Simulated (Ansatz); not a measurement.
**Sn4H: from a guess to a relaxed structure**

The task: take a trial cell of Sn4H to zero force and stress.

Program: Ansatz 0.2.0. Level of theory: DFT PBE, scalar-relativistic, plane waves, PAW. These are calculated values, not measurements.

### Step 1. The starting structure

It takes space group Im-3m (No. 229, cubic). The conventional cell has a = 6.115 Å, b = 6.115 Å, c = 6.115 Å, α = 90.00°, β = 90.00°, γ = 90.00°. Sn (site symmetry -3m) has 2 H at 2.65 Å as nearest neighbours. H (site symmetry m-3m) has 8 Sn at 2.65 Å as nearest neighbours.

As a file:

```
CELL_PARAMETERS angstrom
-3.05768 3.05768 3.05768
3.05768 -3.05768 3.05768
3.05768 3.05768 -3.05768
ATOMIC_POSITIONS crystal
Sn 0.50000 0.50000 0.50000
Sn 0.50000 0.00000 0.00000
Sn 0.00000 0.00000 0.50000
Sn 0.00000 0.50000 0.00000
H 0.00000 0.00000 0.00000
```

The cell is invented: species swapped into a database cell of Hg4Pt (Im-3m, No. 229), with Sn on the Hg sites and H on the Pt sites. Lengths come from tabulated atomic sizes and are only a guess.

### Step 2. The guess as it stands, on a coarse mesh

Input file input.yaml:

```yaml
crystal:
  lattice:
    - [-3.05768437, 3.05768437, 3.05768437]
    - [3.05768437, -3.05768437, 3.05768437]
    - [3.05768437, 3.05768437, -3.05768437]
  atoms:
    - { symbol: Sn, position: [0.5, 0.5, 0.5] }
    - { symbol: Sn, position: [0.5, 0.0, 0.0] }
    - { symbol: Sn, position: [0.0, 0.0, 0.5] }
    - { symbol: Sn, position: [0.0, 0.5, 0.0] }
    - { symbol: H, position: [0.0, 0.0, 0.0] }
basis:
  ecutwfc: 420
kpoints:
  mp_grid: { grid: [4, 4, 4] }
hamiltonian:
  xc: pbe
scf:
  occupations: { method: gaussian, width: 0.1 }
  lower_state_search: "off"
output:
  forces: true
  stress: true
  eigenvalues: true
```

Run with:

```bash
ansatz run input.yaml --threads 1 --pin off --max-ram 2048MiB --backend cpu --events-out ev --progress --plain --runs-dir out
```

Output, cut to the lines that bear on the results:

```text
[...]
SCF converged after 6 iterations
Free energy (F): -24111.062782 eV
[...]
E sigma→0 (E₀):  -24111.050719 eV
Entropy (-TS):   -0.024125 eV (-4.825 meV/atom)
Fermi energy:    10.032014 eV
[...]
--- Forces (eV/Å), atoms counted from 1 ---
  atom   1  Sn     0.00000000    -0.00000000     0.00000000
  atom   2  Sn     0.00000000    -0.00000000    -0.00000000
  atom   3  Sn     0.00000000    -0.00000000    -0.00000000
  atom   4  Sn     0.00000000    -0.00000000     0.00000000
  atom   5  H     -0.00000000     0.00000000     0.00000000
[...]
--- Stress (GPa, compression-positive) ---
        3.263144      -0.000000       0.000000
       -0.000000       3.263144       0.000000
        0.000000      -0.000000       3.263144
  P = ⅓ Tr σ = 3.2631 GPa (32.631 kbar)
--- Band table (eV; the first three rows and the last of 8) ---
[...]
```

It took 1.8 s on 1 thread of Arm Neoverse V2, shared host; peak memory 0.33 GiB.

From the probe: pressure 3.3 GPa, largest force 0.00 eV/Å, gap on this mesh none (metal). The coarse relaxation is skipped.

### Step 3. Relaxation on the finer mesh

input.yaml: that of step 2 with these lines changed.

```diff
@@ -14,3 +14,3 @@
 kpoints:
-  mp_grid: { grid: [4, 4, 4] }
+  mp_grid: { grid: [10, 10, 10] }
 hamiltonian:
@@ -19,3 +19,2 @@
   occupations: { method: gaussian, width: 0.1 }
-  lower_state_search: "off"
 output:
@@ -24 +23,10 @@
   eigenvalues: true
+  write_density: true
+  write_potential: true
+  elf: true
+  volumetric_format: npy
+relax:
+  adjacent_minimum: "off"
+  f_tol: 0.01
+  max_steps: 80
+  cell: { stress_tol: 0.05 }
```

Run with:

```bash
ansatz run input.yaml --threads 1 --pin off --max-ram 2048MiB --backend cpu --events-out ev --progress --plain --runs-dir out
```

Output:

```text
Warning: RAYON_NUM_THREADS=1 ignored (pool sized by the plan → 1); use --threads N
Engine: ansatz 0.2.0, aarch64-unknown-linux-gnu
Pseudopotentials: kind: paw
Pseudopotential: Sn, paw, valence charge 14, recommended cutoff 420 eV (normal), Sn.paw.azcp
Pseudopotential: H, paw, valence charge 1, recommended cutoff 420 eV (normal), H.paw.azcp
Functional definition: PBE
  parameter kappa = 0.804
  parameter beta = 0.06672455060314922
  exchange = pbe_x(kappa = kappa, mu = beta*pi^2/3)
  correlation = pbe_c(beta = beta)
Crystal: 5 atoms, lattice volume = 114.350 Å³
Basis set: ecut = 420 eV, 2243 PW (Γ), exchange–correlation on 72×72×72 points (8 copies of the dense FFT grid, shifted against one another)
Bands: 35, of which v1, the nominal top of the filled ones, is band 29 counted from 1 (28 counted from 0)
Symmetry: 48 space group operations
Space group: Im-3m (ITA 229), of the structure as read, at distance tolerance 4.9e-5 Å
k-points: 47 of 1000
Non-local potential: Sn, projectors of the file, l = 0: 2, l = 1: 2, l = 2: 2, l = 3: 2
Non-local potential: H, projectors of the file, l = 0: 2, l = 1: 1
PAW form: soft (Blöchl's): semilocal exchange-correlation on the pseudo side does not see the compensation charge
PAW one-centre angular grid: Sn, 590 points (default); XC on 64 Gauss nodes
PAW one-centre angular grid: H, 110 points (default); XC on 64 Gauss nodes
Initial density: superposition of atomic densities (neutral atoms: chi_scale 0, normalization atom), corrected by the library's trained network
Initial wavefunctions: pseudopotential atomic-orbital guess
Functional: x = pbe(κ = 0.804, μ = 0.2195149727645171), c = pbe(β = 0.06672455060314922)
SCF iter   1: F=—  HF=-24111.135301 eV  |F-HF|=—  |Δ(HF+E_count)|=         —  Δρ=1.32e-3  dr2=2.00e-3  ethr=1.77e-3  ⟨swp⟩=7.0  Hψ=7254  notcnv=0
preconditioner: auto → Kerker (q_TF=auto, 2.429 Å⁻¹)  [metal: Δε(μ)=0.016 eV  Ē_g=19.326 eV  σ=0.100 eV  W_gap=0.09  n_scr=18 (ndim 8)  ℏωp=26.2 eV  f_vac=0.000  D(μ)=2.10/eV (n_scr^D=12)]
SCF iter   2: F=—  HF=-24111.132651 eV  |F-HF|=—  |Δ(HF+E_count)|=   2.65e-3  Δρ=8.32e-4  dr2=6.78e-4  ethr=3.51e-6  ⟨swp⟩=2.0  Hψ=3263  notcnv=0
SCF iter   3: F=—  HF=-24111.132666 eV  |F-HF|=—  |Δ(HF+E_count)|=   1.49e-5  Δρ=3.58e-4  dr2=1.24e-4  ethr=1.19e-6  ⟨swp⟩=2.9  Hψ=2973  notcnv=0
SCF iter   4: F=—  HF=-24111.132724 eV  |F-HF|=—  |Δ(HF+E_count)|=   5.83e-5  Δρ=9.32e-5  dr2=5.94e-6  ethr=2.17e-7  ⟨swp⟩=2.0  Hψ=2035  notcnv=0
SCF iter   5: F=—  HF=-24111.132725 eV  |F-HF|=—  |Δ(HF+E_count)|=   1.23e-6  Δρ=1.27e-5  dr2=1.18e-7  ethr=1.04e-8  ⟨swp⟩=2.0  Hψ=2929  notcnv=0
SCF iter   6: F=-24111.132726 eV  HF=-24111.132726 eV  |F-HF|=4.36e-9  |Δ(HF+E_count)|=   1.22e-7  Δρ=1.72e-6  dr2=2.86e-9  ethr=1.75e-10  ⟨swp⟩=12.7  Hψ=11226  notcnv=0
SCF 1 converged in 6 iterations: F = -24111.132726 eV  dr2 = 2.86e-9
relax step   1: F+E_penalty+E_count = -24111.13272559 eV  Δ(F+E_penalty+E_count) = +0.000e0 eV  max|allowed force component| = 4.531e-29 eV/Å  Δτ_max = 0.0000 Å  P = +2.582 GPa  Ω = 114.350 Å³  (6 SCF iters, dr2 threshold 1.00e-7 eV, accepted)
Crystal: 5 atoms, lattice volume = 124.810 Å³
Basis set: ecut = 420 eV, 2491 PW (Γ), exchange–correlation on 72×72×72 points (8 copies of the dense FFT grid, shifted against one another)
Initial density: handed on by an earlier stage of this run
Initial wavefunctions: those handed on with the density
iter 1 solved again at ethr=1.08e-5 eV; its pass at ethr=3.10e-3 eV (dr2=6.14e-3 eV) is discarded
SCF iter   1: F=—  HF=-24111.146186 eV  |F-HF|=—  |Δ(HF+E_count)|=         —  Δρ=2.17e-3  dr2=6.36e-3  ethr=1.08e-5  ⟨swp⟩=1.7  Hψ=10420  notcnv=0
preconditioner: auto → Kerker (q_TF=auto, 2.394 Å⁻¹)  [metal: Δε(μ)=0.028 eV  Ē_g=19.069 eV  σ=0.100 eV  W_gap=0.16  n_scr=18 (ndim 8)  ℏωp=25.1 eV  f_vac=0.001  D(μ)=2.25/eV (n_scr^D=12)]
SCF iter   2: F=—  HF=-24111.145881 eV  |F-HF|=—  |Δ(HF+E_count)|=   3.04e-4  Δρ=1.25e-3  dr2=2.05e-3  ethr=1.08e-5  ⟨swp⟩=1.4  Hψ=1693  notcnv=0
SCF iter   3: F=—  HF=-24111.146258 eV  |F-HF|=—  |Δ(HF+E_count)|=   3.76e-4  Δρ=3.27e-4  dr2=1.87e-4  ethr=3.60e-6  ⟨swp⟩=2.0  Hψ=1842  notcnv=0
SCF iter   4: F=—  HF=-24111.146366 eV  |F-HF|=—  |Δ(HF+E_count)|=   1.08e-4  Δρ=1.02e-4  dr2=2.83e-5  ethr=3.28e-7  ⟨swp⟩=2.7  Hψ=2674  notcnv=0
SCF iter   5: F=—  HF=-24111.146376 eV  |F-HF|=—  |Δ(HF+E_count)|=   9.59e-6  Δρ=4.22e-5  dr2=3.55e-6  ethr=4.96e-8  ⟨swp⟩=3.0  Hψ=3042  notcnv=0
SCF iter   6: F=-24111.146377 eV  HF=-24111.146377 eV  |F-HF|=2.64e-9  |Δ(HF+E_count)|=   1.16e-6  Δρ=5.40e-6  dr2=3.96e-8  ethr=8.77e-10  ⟨swp⟩=8.4  Hψ=11481  notcnv=0
SCF 2 converged in 6 iterations: F = -24111.146377 eV  dr2 = 3.96e-8
relax step   2: F+E_penalty+E_count = -24111.14637670 eV  Δ(F+E_penalty+E_count) = -1.365e-2 eV  max|allowed force component| = 1.937e-29 eV/Å  Δτ_max = 0.0000 Å  P = -1.712 GPa  Ω = 124.810 Å³  energy of the carried Pulay correction = -2.996e-3 eV  (6 SCF iters, dr2 threshold 5.00e-7 eV, accepted)
Crystal: 5 atoms, lattice volume = 120.418 Å³
Basis set: ecut = 420 eV, 2347 PW (Γ), exchange–correlation on 72×72×72 points (8 copies of the dense FFT grid, shifted against one another)
iter 1 solved again at ethr=1.38e-6 eV; its pass at ethr=3.10e-3 eV (dr2=7.87e-4 eV) is discarded
SCF iter   1: F=—  HF=-24111.174098 eV  |F-HF|=—  |Δ(HF+E_count)|=         —  Δρ=8.35e-4  dr2=8.62e-4  ethr=1.38e-6  ⟨swp⟩=2.5  Hψ=9994  notcnv=0
preconditioner: auto → Kerker (q_TF=auto, 2.409 Å⁻¹)  [metal: Δε(μ)=0.034 eV  Ē_g=19.148 eV  σ=0.100 eV  W_gap=0.19  n_scr=18 (ndim 8)  ℏωp=25.5 eV  f_vac=0.000  D(μ)=2.16/eV (n_scr^D=12)]
SCF iter   2: F=—  HF=-24111.174063 eV  |F-HF|=—  |Δ(HF+E_count)|=   3.54e-5  Δρ=4.90e-4  dr2=2.87e-4  ethr=1.38e-6  ⟨swp⟩=1.4  Hψ=1687  notcnv=0
SCF iter   3: F=—  HF=-24111.174107 eV  |F-HF|=—  |Δ(HF+E_count)|=   4.45e-5  Δρ=1.25e-4  dr2=2.57e-5  ethr=5.04e-7  ⟨swp⟩=2.0  Hψ=1830  notcnv=0
SCF iter   4: F=—  HF=-24111.174119 eV  |F-HF|=—  |Δ(HF+E_count)|=   1.21e-5  Δρ=4.18e-5  dr2=4.35e-6  ethr=4.50e-8  ⟨swp⟩=2.9  Hψ=3056  notcnv=0
SCF iter   5: F=-24111.174121 eV  HF=-24111.174121 eV  |F-HF|=5.27e-8  |Δ(HF+E_count)|=   1.37e-6  Δρ=1.54e-5  dr2=4.88e-7  ethr=8.77e-10  ⟨swp⟩=8.3  Hψ=11419  notcnv=0
SCF 3 converged in 5 iterations: F = -24111.174121 eV  dr2 = 4.88e-7
relax step   3: F+E_penalty+E_count = -24111.17412085 eV  Δ(F+E_penalty+E_count) = -2.774e-2 eV  max|allowed force component| = 1.768e-29 eV/Å  Δτ_max = 0.0000 Å  P = -0.168 GPa  Ω = 120.418 Å³  energy of the carried Pulay correction = -1.770e-3 eV  (5 SCF iters, dr2 threshold 5.00e-7 eV, accepted)
Crystal: 5 atoms, lattice volume = 120.007 Å³
Basis set: ecut = 420 eV, 2315 PW (Γ), exchange–correlation on 72×72×72 points (8 copies of the dense FFT grid, shifted against one another)
iter 1 solved again at ethr=2.32e-8 eV; its pass at ethr=3.10e-3 eV (dr2=1.32e-5 eV) is discarded
SCF iter   1: F=—  HF=-24111.174463 eV  |F-HF|=—  |Δ(HF+E_count)|=         —  Δρ=8.13e-5  dr2=9.66e-6  ethr=2.32e-8  ⟨swp⟩=3.1  Hψ=8709  notcnv=0
preconditioner: auto → Kerker (q_TF=auto, 2.410 Å⁻¹)  [metal: Δε(μ)=0.025 eV  Ē_g=19.167 eV  σ=0.100 eV  W_gap=0.14  n_scr=18 (ndim 8)  ℏωp=25.6 eV  f_vac=0.000  D(μ)=2.15/eV (n_scr^D=12)]
SCF iter   2: F=—  HF=-24111.174462 eV  |F-HF|=—  |Δ(HF+E_count)|=   1.43e-6  Δρ=4.78e-5  dr2=3.66e-6  ethr=1.69e-8  ⟨swp⟩=1.3  Hψ=1673  notcnv=0
SCF iter   3: F=—  HF=-24111.174463 eV  |F-HF|=—  |Δ(HF+E_count)|=   8.20e-7  Δρ=1.46e-5  dr2=4.43e-7  ethr=6.43e-9  ⟨swp⟩=2.0  Hψ=1844  notcnv=0
SCF iter   4: F=-24111.174463 eV  HF=-24111.174463 eV  |F-HF|=2.80e-10  |Δ(HF+E_count)|=   2.28e-7  Δρ=3.62e-6  dr2=3.17e-8  ethr=1.24e-10  ⟨swp⟩=7.3  Hψ=10169  notcnv=0
SCF 4 converged in 4 iterations: F = -24111.174463 eV  dr2 = 3.17e-8
relax step   4: F+E_penalty+E_count = -24111.17446277 eV  Δ(F+E_penalty+E_count) = -3.419e-4 eV  max|allowed force component| = 1.275e-29 eV/Å  Δτ_max = 0.0000 Å  P = -0.006 GPa  Ω = 120.007 Å³  energy of the carried Pulay correction = -1.653e-3 eV  (4 SCF iters, dr2 threshold 7.07e-8 eV, accepted)
Initial wavefunctions: pseudopotential atomic-orbital guess (no wavefunctions were taken with the density)
iter 1 solved again at ethr=4.68e-7 eV; its pass at ethr=3.10e-3 eV (dr2=2.67e-4 eV) is discarded
SCF iter   1: F=—  HF=-24111.176091 eV  |F-HF|=—  |Δ(HF+E_count)|=         —  Δρ=8.80e-5  dr2=9.10e-7  ethr=4.68e-7  ⟨swp⟩=2.7  Hψ=10631  notcnv=0
preconditioner: auto → Kerker (q_TF=auto, 2.410 Å⁻¹)  [metal: Δε(μ)=0.024 eV  Ē_g=19.168 eV  σ=0.100 eV  W_gap=0.14  n_scr=18 (ndim 8)  ℏωp=25.6 eV  f_vac=0.000  D(μ)=2.15/eV (n_scr^D=12)]
SCF iter   2: F=—  HF=-24111.176126 eV  |F-HF|=—  |Δ(HF+E_count)|=   3.55e-5  Δρ=4.46e-5  dr2=2.46e-7  ethr=1.60e-9  ⟨swp⟩=2.5  Hψ=3012  notcnv=0
SCF iter   3: F=—  HF=-24111.176138 eV  |F-HF|=—  |Δ(HF+E_count)|=   1.19e-5  Δρ=8.50e-6  dr2=2.44e-8  ethr=4.31e-10  ⟨swp⟩=2.0  Hψ=2043  notcnv=0
SCF iter   4: F=—  HF=-24111.176139 eV  |F-HF|=—  |Δ(HF+E_count)|=   3.17e-7  Δρ=1.32e-6  dr2=2.46e-9  ethr=4.29e-11  ⟨swp⟩=2.0  Hψ=2050  notcnv=0
SCF iter   5: F=—  HF=-24111.176139 eV  |F-HF|=—  |Δ(HF+E_count)|=   7.83e-9  Δρ=3.50e-7  dr2=3.09e-10  ethr=4.32e-12  ⟨swp⟩=2.0  Hψ=2023  notcnv=0
SCF iter   6: F=-24111.176139 eV  HF=-24111.176139 eV  |F-HF|=3.64e-12  |Δ(HF+E_count)|=  9.46e-11  Δρ=6.68e-8  dr2=5.27e-12  ethr=1.00e-12  ⟨swp⟩=7.7  Hψ=8315  notcnv=0
SCF 5 converged in 6 iterations: F = -24111.176139 eV  dr2 = 5.27e-12
relax step   5: F+E_penalty+E_count = -24111.17613859 eV  Δ(F+E_penalty+E_count) = -1.676e-3 eV  max|allowed force component| = 1.988e-29 eV/Å  Δτ_max = 0.0000 Å  P = -0.004 GPa  Ω = 120.007 Å³  stress off target by 3.96e-3 GPa  SCF on the basis re-selected at this cell (its energy is not comparable with the rows above)  (6 SCF iters)
basis re-selected at this cell: Δ(F+E_penalty+E_count) = -1.676e-3 eV, ΔP = +0.002 GPa vs the last step (what re-selecting the basis moved, of the pressure what is left beyond the Pulay correction that the steps carried, after the strain that the cell walked since its last selection, with what the two solves' SCF thresholds leave and, on support functions, any second-order correction that the steps lacked; it is no measure of the basis error at this ecutwfc). This SCF's stress stands 3.96e-3 GPa from its target on what of the cell is left free (relax.cell.stress_tol is 5.00e-2 GPa) and its largest allowed force component is 1.99e-29 eV/Å (relax.f_tol is 1.00e-2 eV/Å): within both
SCF converged after 6 iterations
Free energy (F): -24111.176139 eV
Harris-Foulkes:  -24111.176139 eV  (|F-HF|=3.64e-12)
Internal energy: -24111.165413 eV  (E = F + TS)
E sigma→0 (E₀):  -24111.170776 eV
Entropy (-TS):   -0.010726 eV (-2.145 meV/atom)
Fermi energy:    9.412682 eV
--- Per-component energies (eV) ---
  E_band       = -392.209652
  E_kinetic    = 756.131123
  E_local      = -3685.637172  (includes V_loc(G=0)·N_el)
  E_nonlocal   = -128.765414
  E_hartree    = 2238.991889
  E_xc         = -1538.271220
  E_vxc        = -394.320292  (∫ρ·V_xc dr)
  E_paw        = -16543.171530  (= ΣΔE_a)
  E_vpaw       = -1417.600849  (= ΣTr[D̂ρ^β])
  E_aug_tail   = -0.000960  (compensation charges beyond the density's cutoff)
  E_ewald      = -5210.442129
  E_smearing   = -0.010726  (= −TS)
  E_closure    = 0.000000  (closes the sum)
  Σ components = -24111.176139   (vs F -24111.176139, Δ=0.00e0)
--- Forces (eV/Å), atoms counted from 1 ---
  atom   1  Sn     0.00000000    -0.00000000    -0.00000000
  atom   2  Sn     0.00000000    -0.00000000    -0.00000000
  atom   3  Sn     0.00000000     0.00000000     0.00000000
  atom   4  Sn     0.00000000    -0.00000000     0.00000000
  atom   5  H     -0.00000000     0.00000000     0.00000000
  max |Σ_I F_I| component: 9.52e-29 eV/Å
--- Stress (GPa, compression-positive) ---
       -0.003960       0.000000       0.000000
        0.000000      -0.003960      -0.000000
       -0.000000      -0.000000      -0.003960
  P = ⅓ Tr σ = -0.0040 GPa (-0.040 kbar)
--- Band table (eV; the first three rows and the last of 47) ---
  k-point 0: bands = ["-12.1786", "-12.1786", "-12.0650", "-12.0337", "-12.0337", "-12.0298", "-12.0298", "-12.0298", "-11.9205", "-11.9205", "-11.9205", "-11.9055", "-11.9055", "-11.9055", "-11.8316", "-11.8316", "-11.8316", "-11.7221", "-11.7221", "-11.7221", "-1.3444", "4.7844", "4.7844", "4.7844", "7.1402", "7.1402", "7.1402", "7.2538", "7.3352", "7.3352", "7.3352", "12.2896", "12.2896", "14.4402", "14.4402"]
  k-point 1: bands = ["-12.1746", "-12.1684", "-12.0606", "-12.0331", "-12.0303", "-12.0287", "-12.0241", "-12.0240", "-11.9236", "-11.9201", "-11.9200", "-11.9086", "-11.9049", "-11.9047", "-11.8359", "-11.8336", "-11.8334", "-11.7341", "-11.7280", "-11.7279", "-1.2668", "4.3348", "4.5878", "4.6044", "6.5630", "7.1325", "7.3801", "7.4652", "7.5025", "7.6798", "8.1672", "12.4911", "12.5857", "13.8571", "13.9163"]
  k-point 2: bands = ["-12.1632", "-12.1385", "-12.0485", "-12.0429", "-12.0206", "-12.0139", "-12.0079", "-12.0077", "-11.9329", "-11.9200", "-11.9197", "-11.9178", "-11.9023", "-11.9015", "-11.8489", "-11.8394", "-11.8388", "-11.7686", "-11.7446", "-11.7442", "-1.0341", "3.3951", "4.2133", "4.2507", "6.1623", "7.0214", "7.6348", "7.7625", "8.3717", "8.5246", "9.2566", "12.7429", "12.9873", "13.0596", "13.4463"]
  k-point 46: bands = ["-12.1615", "-12.1615", "-12.1615", "-12.0289", "-12.0289", "-12.0289", "-11.9311", "-11.9311", "-11.9311", "-11.9139", "-11.9139", "-11.9139", "-11.8989", "-11.8989", "-11.8989", "-11.8409", "-11.8205", "-11.8205", "-11.7158", "-11.7158", "1.7141", "1.7141", "1.7141", "3.1885", "5.0106", "5.0106", "8.2740", "9.5204", "9.5204", "9.5204", "11.7108", "14.9319", "14.9319", "14.9319", "16.8978"]
--- Relaxed structure (4 steps of the walk, 4 accepted, 1 SCFs on fresh bases) ---
  F+E_penalty+E_count = -24111.17613859 eV   max|allowed force component| = 1.988e-29 eV/Å   (the final SCF, on the basis selected at the relaxed cell)
  cell:  # Å, volume = 120.0066 Å³
    - [-3.1072890424706805, 3.1072890424706805, 3.1072890424706805]
    - [3.1072890424706805, -3.1072890424706805, 3.1072890424706805]
    - [3.1072890424706805, 3.1072890424706805, -3.1072890424706805]
  atoms:
    - { symbol: Sn, position: [0.5, 0.5, 0.5] }
    - { symbol: Sn, position: [0.5, 0.0, 0.0] }
    - { symbol: Sn, position: [0.0, 0.0, 0.5] }
    - { symbol: Sn, position: [0.0, 0.5, 0.0] }
    - { symbol: H, position: [-2.309506893095565e-35, -8.67114860770915e-34, -3.7791930977925405e-34] }
```

It took 54 s on 1 thread of Arm Neoverse V2, shared host; peak memory 0.45 GiB.

Relaxation path:

| step | E - E(step 1) (eV/cell) | largest force component (eV/Å) | pressure (GPa) | volume (Å³) |
| --- | --- | --- | --- | --- |
| 1 | 0.0000 | 0.0000 | 2.58 | 114.35 |
| 2 | -0.0137 | 0.0000 | -1.71 | 124.81 |
| 3 | -0.0414 | 0.0000 | -0.17 | 120.42 |
| 4 | -0.0417 | 0.0000 | -0.01 | 120.01 |
| 5 | -0.0434 | 0.0000 | 0.00 | 120.01 |

Step 1 is the start. Step 5 repeats the geometry before it on a plane-wave basis chosen anew for that cell, so its energy need not be comparable with the rows above.

Lengths and angles in the start's conventional setting:

|  | before | after | change |
| --- | --- | --- | --- |
| a (Å) | 6.115 | 6.215 | +1.6 % |
| b (Å) | 6.115 | 6.215 | +1.6 % |
| c (Å) | 6.115 | 6.215 | +1.6 % |
| volume (Å³/atom) | 22.87 | 24.00 | +4.9 % |
| shortest distance (Å) | 2.648 | 2.691 | +1.6 % |
| space group (0.01 Å) | Im-3m | Im-3m | same |

Forces and stress were held to the start's 48 operations: a distortion of lower symmetry was not tested.

Axes a, b and c in the maps are those of this run's conventional cell (a, b, c = 6.215, 6.215, 6.215 Å).

Density in a lattice plane of the grid's cell (edges 6.21 and 6.21 Å, at 0.250 of the third edge), which holds Sn.

Ten even steps from '0' (0.06 e/Å³) to '9' (15.80 e/Å³):
```
000000000000000000000000
000000000000000000000000
000001110000000001110000
000024642000000024642000
000037973000000037973000
000024642000000024642000
000001110000000001110000
000000000000000000000000
000000000000000000000000
000000000000000000000000
000000000000000000000000
000000000000000000000000
000001110000000001110000
000024642000000024642000
000037973000000037973000
000024642000000024642000
000001110000000001110000
000000000000000000000000
000000000000000000000000
000000000000000000000000
```
Columns run along the first of these edges and rows up along the second, over one cell in 24 and 20 even steps from the bottom left corner. Atoms in the plane (fractional): Sn at (0.25, 0.25), Sn at (0.75, 0.25), Sn at (0.25, 0.75), Sn at (0.75, 0.75).

ELF in the same plane.

Ten even steps from '0' (0.00) to '9' (0.48):
```
235678888864346888887643
456666667787678776666665
776664346778887764346667
987630003678997630003678
987610001678987610001678
987630003678987630003679
887764346667776664346778
678776666665456666667787
346888887653234678888864
235799997542224579999753
346888887643235678888864
678776666665456666667787
887764346667776664346778
987630003678987630003679
987610001678987610001678
987630003678997630003678
776664346778887764346667
456666667787678776666665
234678888864346888887653
224579999753235799997542
```
Columns run along the first of these edges and rows up along the second, over one cell in 24 and 20 even steps from the bottom left corner. Atoms in the plane (fractional): Sn at (0.25, 0.25), Sn at (0.75, 0.25), Sn at (0.25, 0.75), Sn at (0.75, 0.75).

Both are smooth fields of the valence electrons: close to the nuclei they are not physical.

Outside the cores ELF peaks at 1.00 at H; 0.49 on the Sn–Sn line, 1.6 Å from Sn.

[end of part 1 of 2]
